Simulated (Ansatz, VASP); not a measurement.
**Cross-check of In2Ni3Se2 between VASP and Ansatz**

One calculation is typed for both programs; each brings its own data sets and cutoff. How far apart do they land?

Method: plane waves, with VASP 6.6.1 beside it; relaxation of cell and atoms at r2SCAN, in Ansatz 0.2.0.

## 1. Starting point

It takes space group R-3m (No. 166, trigonal). Conventional cell: a = 5.420 Å, b = 5.420 Å, c = 14.152 Å, α = 90.00°, β = 90.00°, γ = 120.00°. In has 6 Ni at 2.83 Å and 6 Se at 3.21 Å nearest. Nearest to In lie 6 Ni at 2.71 Å and 2 Se at 3.07 Å. Ni has 2 Se at 2.27 Å nearest. Nearest to Se lie 3 Ni at 2.27 Å and 4 In at 3.07 to 3.21 Å. Farther neighbours and most contacts between anions are not listed.

Coordinates:

```
In Ni Se
1.0
     2.71008    1.56467    4.71746
    -2.71008    1.56467    4.71746
     0.00000   -3.12933    4.71746
In Ni Se
2 3 2
Cartesian
  0.0000 0.0000 0.0000
  0.0000 0.0000 7.0762
  0.0000 -1.5647 2.3587
  -1.3550 0.7823 2.3587
  1.3550 0.7823 2.3587
  0.0000 0.0000 4.0022
  0.0000 0.0000 10.1502
```

## 2. VASP: relaxation of cell and atoms, r2SCAN

The relaxed volume is the usual yardstick between codes: its relative difference is about their pressure difference at one cell divided by the bulk modulus.

Lines of VASP's logs that name or quote its potential files are left out, and so is its time.

File INCAR:

```
SYSTEM = In2Ni3Se2
PREC = Accurate
ENCUT = 520
EDIFF = 1E-06
NELM = 100
ISMEAR = -1
SIGMA = 0.05
LREAL = .FALSE.
ALGO = Normal
METAGGA = R2SCAN
LASPH = .TRUE.
NBANDS = 47
ISPIN = 2
MAGMOM = 0 0 1 1 1 0 0
LMAXMIX = 4
LORBIT = 11
LWAVE = .FALSE.
LCHARG = .FALSE.
KPAR = 8
IBRION = 2
NSW = 60
ISIF = 3
EDIFFG = -0.01
```

File POSCAR:

```
In2Ni3Se2
1.0
    2.7100825649      1.5646668984      4.7174557328
   -2.7100825649      1.5646668984      4.7174557328
    0.0000000000     -3.1293337967      4.7174557328
In Ni Se
2 3 2
Direct
    0.0000000000      0.0000000000      0.0000000000
    0.5000000000      0.5000000000      0.5000000000
    0.0000000000      0.0000000000      0.5000000000
    0.0000000000      0.5000000000      0.0000000000
    0.5000000000      0.0000000000      0.0000000000
    0.2827914800      0.2827914800      0.2827914800
    0.7172085200      0.7172085200      0.7172085200
```

File KPOINTS:

```
Automatic mesh
0
Gamma
5 5 5
0 0 0
```

Potentials, in the order of the species: In_d, Ni and Se (PBE family, release 64).

Run with:

```bash
$ mpirun -np 8 vasp_std
```

Numbers of over 12 decimals in the logs are rounded to 6 here.

Output:

```text
[banner, memory and clock lines left out]
running    8 mpi-ranks, on    1 nodes
 distrk:  each k-point on    1 cores,    8 groups
 distr:  one band on    1 cores,    1 groups

 POSCAR found type information on POSCAR InNiSe
 POSCAR found :  3 types and       7 ions
|                                                                             |
|           W    W    AA    RRRRR   N    N  II  N    N   GGGG   !!!           |
|           W    W   A  A   R    R  NN   N  II  NN   N  G    G  !!!           |
|           W    W  A    A  R    R  N N  N  II  N N  N  G       !!!           |
|           W WW W  AAAAAA  RRRRR   N  N N  II  N  N N  G  GGG   !            |
|           WW  WW  A    A  R   R   N   NN  II  N   NN  G    G                |
|           W    W  A    A  R    R  N    N  II  N    N   GGGG   !!!           |
|                                                                             |
|     For optimal performance we recommend to set                             |
|       NCORE = 2 up to number-of-cores-per-socket                            |
|     NCORE specifies how many cores store one orbital (NPAR=cpu/NCORE).      |
|     This setting can greatly improve the performance of VASP for DFT.       |
|     The default, NCORE=1 might be grossly inefficient on modern             |
|     multi-core architectures or massively parallel machines. Do your        |
|     Unfortunately you need to use the default for GW and RPA                |
|     calculations (for HF NCORE is supported but not extensively tested      |
|     yet).                                                                   |
|                                                                             |

|                                                                             |
|               ----> ADVICE to this user running VASP <----                  |
|                                                                             |
|     You enforced a specific xc type in the INCAR file but a different       |
|     [... a line on the potential file left out ...]
|     I HOPE YOU KNOW WHAT YOU ARE DOING!                                     |
|                                                                             |

 LDA part: xc-table for (None), standard interpolation
 POSCAR, INCAR and KPOINTS ok, starting setup
 FFT: planning ... GRIDC
 FFT: planning ... GRID_SOFT
 FFT: planning ... GRID
 WAVECAR not read
 entering main loop
       N       E                     dE             d eps       ncg     rms          rms(c)
DAV:   1     0.565588589558E+03    0.56559E+03   -0.30357E+04  3572   0.192E+03
DAV:   2    -0.345262557581E+02   -0.60011E+03   -0.57312E+03  3572   0.467E+02
DAV:   3    -0.120722884430E+03   -0.86197E+02   -0.82682E+02  3909   0.188E+02
DAV:   4    -0.125344063883E+03   -0.46212E+01   -0.45792E+01  4169   0.433E+01
DAV:   5    -0.125532739712E+03   -0.18868E+00   -0.18861E+00  5565   0.827E+00    0.202E+01
DAV:   6    -0.120494970640E+03    0.50378E+01   -0.51046E+01  3947   0.984E+01    0.285E+01
DAV:   7    -0.112087795345E+03    0.84072E+01   -0.14959E+01  4323   0.631E+01    0.758E+00
DAV:   8    -0.112249156521E+03   -0.16136E+00   -0.35571E+00  5005   0.198E+01    0.452E+00
DAV:   9    -0.112203397174E+03    0.45759E-01   -0.68495E-01  4306   0.768E+00    0.141E+00
DAV:  10    -0.112201515943E+03    0.18812E-02   -0.54002E-02  4994   0.214E+00    0.636E-01
DAV:  11    -0.112203996630E+03   -0.24807E-02   -0.16153E-02  4844   0.751E-01    0.357E-01
DAV:  12    -0.112205020359E+03   -0.10237E-02   -0.28282E-03  4793   0.449E-01    0.145E-01
DAV:  13    -0.112205231466E+03   -0.21111E-03   -0.56900E-04  4354   0.178E-01    0.684E-02
DAV:  14    -0.112205276251E+03   -0.44785E-04   -0.86606E-05  4547   0.775E-02    0.387E-02
DAV:  15    -0.112205296596E+03   -0.20345E-04   -0.47729E-05  5542   0.631E-02    0.179E-02
DAV:  16    -0.112205302133E+03   -0.55365E-05   -0.17543E-05  4946   0.325E-02    0.106E-02
DAV:  17    -0.112205304789E+03   -0.26562E-05   -0.58099E-06  3113   0.201E-02    0.715E-03
DAV:  18    -0.112205306672E+03   -0.18833E-05   -0.75686E-06  3472   0.226E-02    0.441E-03
DAV:  19    -0.112205307707E+03   -0.10346E-05   -0.87050E-06  3672   0.234E-02    0.309E-03
DAV:  20    -0.112205308191E+03   -0.48384E-06   -0.37682E-06  2954   0.139E-02
   1 F= -.11220531E+03 E0= -.11219354E+03  d E =-.112205E+03  mag=     0.0002
[...]
2 F= -.11220622E+03 E0= -.11219469E+03  d E =-.913560E-03  mag=     0.0000
[...]
3 F= -.11220649E+03 E0= -.11219524E+03  d E =-.118208E-02  mag=     0.0000
[...]
4 F= -.11220652E+03 E0= -.11219521E+03  d E =-.120864E-02  mag=     0.0000
 curvature:  -1.03 expect dE=-0.749E-04 dE for cont linesearch -0.279E-05
 ZBRENT: interpolating
 opt :   1.8758  next Energy=  -112.206521 (dE=-0.121E-02)
 bond charge predicted
       N       E                     dE             d eps       ncg     rms          rms(c)
DAV:   1    -0.112206616768E+03   -0.99689E-04   -0.20385E-03  4478   0.474E-01    0.959E-02
DAV:   2    -0.112206767418E+03   -0.15065E-03   -0.14980E-03  4302   0.504E-01    0.136E-01
DAV:   3    -0.112206512463E+03    0.25495E-03   -0.63182E-04  4174   0.352E-01    0.192E-02
DAV:   4    -0.112206513788E+03   -0.13246E-05   -0.39701E-05  4480   0.511E-02    0.113E-02
DAV:   5    -0.112206513965E+03   -0.17748E-06   -0.24537E-06  3216   0.151E-02
   5 F= -.11220651E+03 E0= -.11219518E+03  d E =-.120577E-02  mag=     0.0000
 curvature:  -1.63 expect dE=-0.103E-03 dE for cont linesearch -0.165E-05
 trial: gam= 0.02272 g(F)=  0.411E-05 g(S)=  0.595E-04 ort = 0.355E-04 (trialstep = 0.118E+01)
 search vector abs. value=  0.659E-04
 reached required accuracy - stopping structural energy minimisation
```

OUTCAR, selected parts (step 2):

```text
ion  position               nearest neighbor table
   1  0.000  0.000  0.000-   3 2.83   3 2.83   5 2.83   4 2.83   4 2.83   5 2.83   7 3.21   6 3.21
                             7 3.21   6 3.21   7 3.21   6 3.21   2 3.92   2 3.92   2 3.92   2 3.92
   2  0.500  0.500  0.500-   4 2.71   5 2.71   5 2.71   4 2.71   3 2.71   3 2.71   6 3.07   7 3.07
                             1 3.92   1 3.92   1 3.92   1 3.92   1 3.92   1 3.92
   3  0.000  0.000  0.500-   6 2.27   7 2.27   4 2.71   5 2.71   4 2.71   5 2.71   2 2.71   2 2.71
                             1 2.83   1 2.83
   4  0.000  0.500  0.000-   6 2.27   7 2.27   2 2.71   3 2.71   3 2.71   2 2.71   5 2.71   5 2.71
                             1 2.83   1 2.83
   5  0.500  0.000  0.000-   6 2.27   7 2.27   2 2.71   3 2.71   2 2.71   3 2.71   4 2.71   4 2.71
                             1 2.83   1 2.83
   6  0.283  0.283  0.283-   4 2.27   5 2.27   3 2.27   2 3.07   1 3.21   1 3.21   1 3.21
   7  0.717  0.717  0.717-   4 2.27   5 2.27   3 2.27   2 3.07   1 3.21   1 3.21   1 3.21

  LATTYP: Found a trigonal (rhomboedric) cell.
 ALAT       =     5.6610174529
 COS(alpha) =     0.5416406948

 Subroutine GETGRP returns: Found 12 space group operations
 (whereof 12 operations were pure point group operations)

The static configuration has the point symmetry D_3d.

 Found     19 irreducible k-points:

   k-points           NKPTS =     19   k-points in BZ     NKDIM =     19   number of bands    NBANDS=     47

   dimension x,y,z NGX =    42 NGY =   42 NGZ =   42
   dimension x,y,z NGXF=    84 NGYF=   84 NGZF=   84

   ENCUT  =  520.0 eV  38.22 Ry    6.18 a.u.  10.53 10.53 10.53*2*pi/ulx,y,z

   NELECT =      68.0000    total number of electrons

 k-points in reciprocal lattice and weights: Automatic mesh
   0.00000000  0.00000000  0.00000000       0.008
   0.20000000 -0.00000000  0.00000000       0.048
   0.40000000  0.00000000  0.00000000       0.048
   0.20000000  0.20000000  0.00000000       0.048
   0.40000000  0.20000000  0.00000000       0.096
  -0.40000000  0.20000000  0.00000000       0.096
  -0.20000000  0.20000000  0.00000000       0.048
   0.40000000  0.40000000  0.00000000       0.048
  -0.40000000  0.40000000  0.00000000       0.048
[...]
0.40000000  0.40000000  0.40000000       0.016
  -0.40000000  0.40000000  0.40000000       0.048

 average (electrostatic) potential at core
       1 -99.1920       2 -98.9710       3 -88.7137       4 -88.7137       5 -88.7137
       6 -55.5961       7 -55.5961

 E-fermi :   7.8385

 spin component 1
 k-point     1 :       0.0000    0.0000    0.0000
  band No.  band energies     occupation
    ...
     32       6.6301      1.00000
     33       6.6301      1.00000
     34       7.2299      0.99999
     35       7.4522      0.99956
     36       7.4522      0.99956
     37       8.0770      0.00841
     38       8.3890      0.00002
     39      11.6861      0.00000
     40      11.6861      0.00000
     41      13.2295      0.00000
    ...

 k-point     2 :       0.2000   -0.0000    0.0000
  band No.  band energies     occupation
    ...
     31       6.4064      1.00000
     32       6.7269      1.00000
     33       6.9406      1.00000
     34       7.4709      0.99936
     35       7.7350      0.88798
     36       7.9809      0.05481
     37       8.6350      0.00000
     38       9.6284      0.00000
     39      11.9355      0.00000
     40      11.9796      0.00000
    ...

 k-point     3 :       0.4000    0.0000    0.0000
  band No.  band energies     occupation
    ...
     30       6.3082      1.00000
     31       6.5000      1.00000
     32       6.6113      1.00000
     33       7.4702      0.99937
     34       7.6703      0.96660
     35       8.2448      0.00030
     36       9.0517      0.00000
     37       9.3581      0.00000
     38      10.6968      0.00000
     39      11.4000      0.00000
    ...

 k-point     4 :       0.2000    0.2000    0.0000
  band No.  band energies     occupation
    ...
     30       6.4150      1.00000
     31       6.5473      1.00000
     32       6.6940      1.00000
     33       6.8196      1.00000
     34       7.2522      0.99999
     35       8.1512      0.00192
     36       8.5542      0.00000
     37       8.7982      0.00000
     38       9.5378      0.00000
     39      11.4588      0.00000
    ...

 k-point     5 :       0.4000    0.2000    0.0000
  band No.  band energies     occupation
    ...
     30       6.4758      1.00000
     31       6.4982      1.00000
     32       6.7379      1.00000
     33       6.9979      1.00000
     34       7.4193      0.99977
     35       8.4134      0.00001
     36       9.5013      0.00000
     37       9.6463      0.00000
     38      10.2214      0.00000
     39      11.1330      0.00000
    ...

 k-point     6 :      -0.4000    0.2000    0.0000
  band No.  band energies     occupation
    ...
     29       6.2737      1.00000
     30       6.3718      1.00000
     31       6.5417      1.00000
     32       6.6531      1.00000
     33       7.0415      1.00000
     34       7.8816      0.29700
     35       8.2374      0.00034
     36       9.1237      0.00000
     37      10.1514      0.00000
     38      10.7318      0.00000
    ...

  Total       -0.0621847     -0.0621847      0.0300262      0.0000000      0.0000000      0.0000000
  in kB       -0.8267003     -0.8267003      0.3991759      0.0000000      0.0000000      0.0000000
  external PRESSURE =      -0.4180749 kB  Pullay stress =       0.0000000 kB

  energy-cutoff  :      520.00
  volume of cell :      120.52
      direct lattice vectors                 reciprocal lattice vectors
     2.712652556  1.566150683  4.727886368     0.184321431  0.106418028  0.070503669
    -2.712652556  1.566150683  4.727886368    -0.184321431  0.106418028  0.070503669
     0.000000000 -3.132301367  4.727886368     0.000000000 -0.212836055  0.070503669

 POSITION                                       TOTAL-FORCE (eV/Angst)
 -----------------------------------------------------------------------------------
      0.00000     -0.00000      0.00000        -0.000000      0.000000      0.000000
      0.00000      0.00000      7.09183        -0.000000     -0.000000      0.000000
      0.00000     -1.56615      2.36394        -0.000000      0.000000      0.000000
     -1.35633      0.78308      2.36394         0.000000      0.000000      0.000000
      1.35633      0.78308      2.36394        -0.000000     -0.000000      0.000000
      0.00000      0.00000      4.00196        -0.000000     -0.000000     -0.006529
      0.00000      0.00000     10.18170        -0.000000      0.000000      0.006529
 -----------------------------------------------------------------------------------
    total drift:                               -0.000000      0.000000     -0.000000

  FREE ENERGIE OF THE ION-ELECTRON SYSTEM (eV)
  ---------------------------------------------------
  free  energy   TOTEN  =      -112.2065139651 eV

  energy  without entropy=     -112.1838383759  energy(sigma->0) =     -112.19517617

 reached required accuracy - stopping structural energy minimisation

 total charge
# of ion       s       p       d       tot
------------------------------------------
    1        0.889   0.546   9.880  11.315
    2        0.932   0.613   9.880  11.424
    3        0.432   0.503   8.475   9.410
    4        0.432   0.503   8.475   9.410
    5        0.432   0.503   8.475   9.410
    6        1.460   2.400   0.087   3.946
    7        1.460   2.400   0.087   3.946
--------------------------------------------------
tot          6.038   7.465  45.359  58.862

 magnetization (x)
# of ion       s       p       d       tot
------------------------------------------
    1        0.000  -0.000  -0.000  -0.000
    2        0.000  -0.000  -0.000   0.000
    3        0.000  -0.000   0.000   0.000
    4        0.000  -0.000   0.000   0.000
    5        0.000  -0.000   0.000   0.000
    6        0.000   0.000  -0.000   0.000
    7        0.000   0.000  -0.000   0.000
--------------------------------------------------
tot          0.000   0.000   0.000   0.000

[... 1 further part left out ...]
```

The moments of VASP's start collapse, so its state is non-magnetic. The k-mesh is coarse for a metal. The PAW data sets were made with PBE, which is usual practice but a small mismatch for other functionals. The run keeps the 12 symmetry operations of its start, so it cannot find a distortion of lower symmetry.

[end of part 1 of 2]

[Lines on the potential files, build, host, timing and source positions are cut from VASP's logs without a mark.]

[Logs are printed without paths, hosts, clocks, repeated set-up lines and the standing remarks that a program may print on its own settings, such as how far it seeks lower states.]

[Hosts, paths, dates, database ids (printed as entryN), source tags and the programs' standing remarks are cut or masked in the printed files.]
